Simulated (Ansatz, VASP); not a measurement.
## One calculation of Si, two programs

```
Si
1.0
     0.00000    2.67921    2.67921
     2.67921    0.00000    2.67921
     2.67921    2.67921    0.00000
Si
2
Cartesian
  1.3396 1.3396 1.3396
  0.0000 0.0000 0.0000
```

Alike in both runs: task single point; functional PBE; k mesh 6 × 6 × 6; no spin polarisation.

```csv
,VASP,Ansatz
version,VASP 6.6.1,Ansatz 0.2.0
potentials or method,"VASP PAW PBE potentials, release 64 (Si)","plane waves, PAW"
plane-wave cutoff (eV),520,420
occupations,"gaussian, width 0.01 eV",fixed
valence electrons in the cell,8,8
```

```csv
,VASP,Ansatz,Ansatz less VASP
gap on the k mesh at the Fermi level (eV),0.62,0.62,-0.002
pressure (GPa),6.3,6.4,+0.08
```

A k mesh can miss the band edges. Expect the measured gap to be larger: semilocal functionals such as PBE lack the derivative discontinuity.
